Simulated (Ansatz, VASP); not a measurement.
## MgS: VASP beside Ansatz

```xyz
2
Lattice="0.0000 2.6016 2.6016 2.6016 0.0000 2.6016 2.6016 2.6016 0.0000" Properties=species:S:1:pos:R:3 pbc="T T T"
Mg    0.0000    0.0000    0.0000
S     2.6016    2.6016    2.5517
```

Change from the starting cell: all S atoms moved +0.050 Å, as atom 2 towards its neighbour atom 1 (Mg) at 2.602 Å.

Alike in both runs: task single point; functional PBE; k mesh 8 × 8 × 8; occupations gaussian, width 0.05 eV; no spin polarisation.

|  | VASP | Ansatz |
| --- | --- | --- |
| version | VASP 6.6.1 | Ansatz 0.2.0 |
| potentials or method | VASP PAW PBE potentials, release 64 (Mg, S) | scalar-relativistic, plane waves, PAW |
| plane-wave cutoff (eV) | 520 | 420 |
| valence electrons in the cell | 8 | 16 |

VASP gave:

- gap on the k mesh at the Fermi level (eV): 2.78
- least direct gap on the mesh (eV): 3.71
- pressure (GPa): 0.9
- largest component of the traceless stress (GPa): 0.21
- rms of the force components (eV/Å): 0.082

Q: Which values does Ansatz return?

A: gap on the k mesh at the Fermi level (eV): 2.79; least direct gap on the mesh (eV): 3.72; pressure (GPa): 1.2; largest component of the traceless stress (GPa): 0.21; rms of the force components (eV/Å): 0.082.

Atom by atom the forces differ by 0.000 eV/Å (rms over components). The two sets of potentials don't hold the same shells in valence.

A k mesh can miss the band edges.
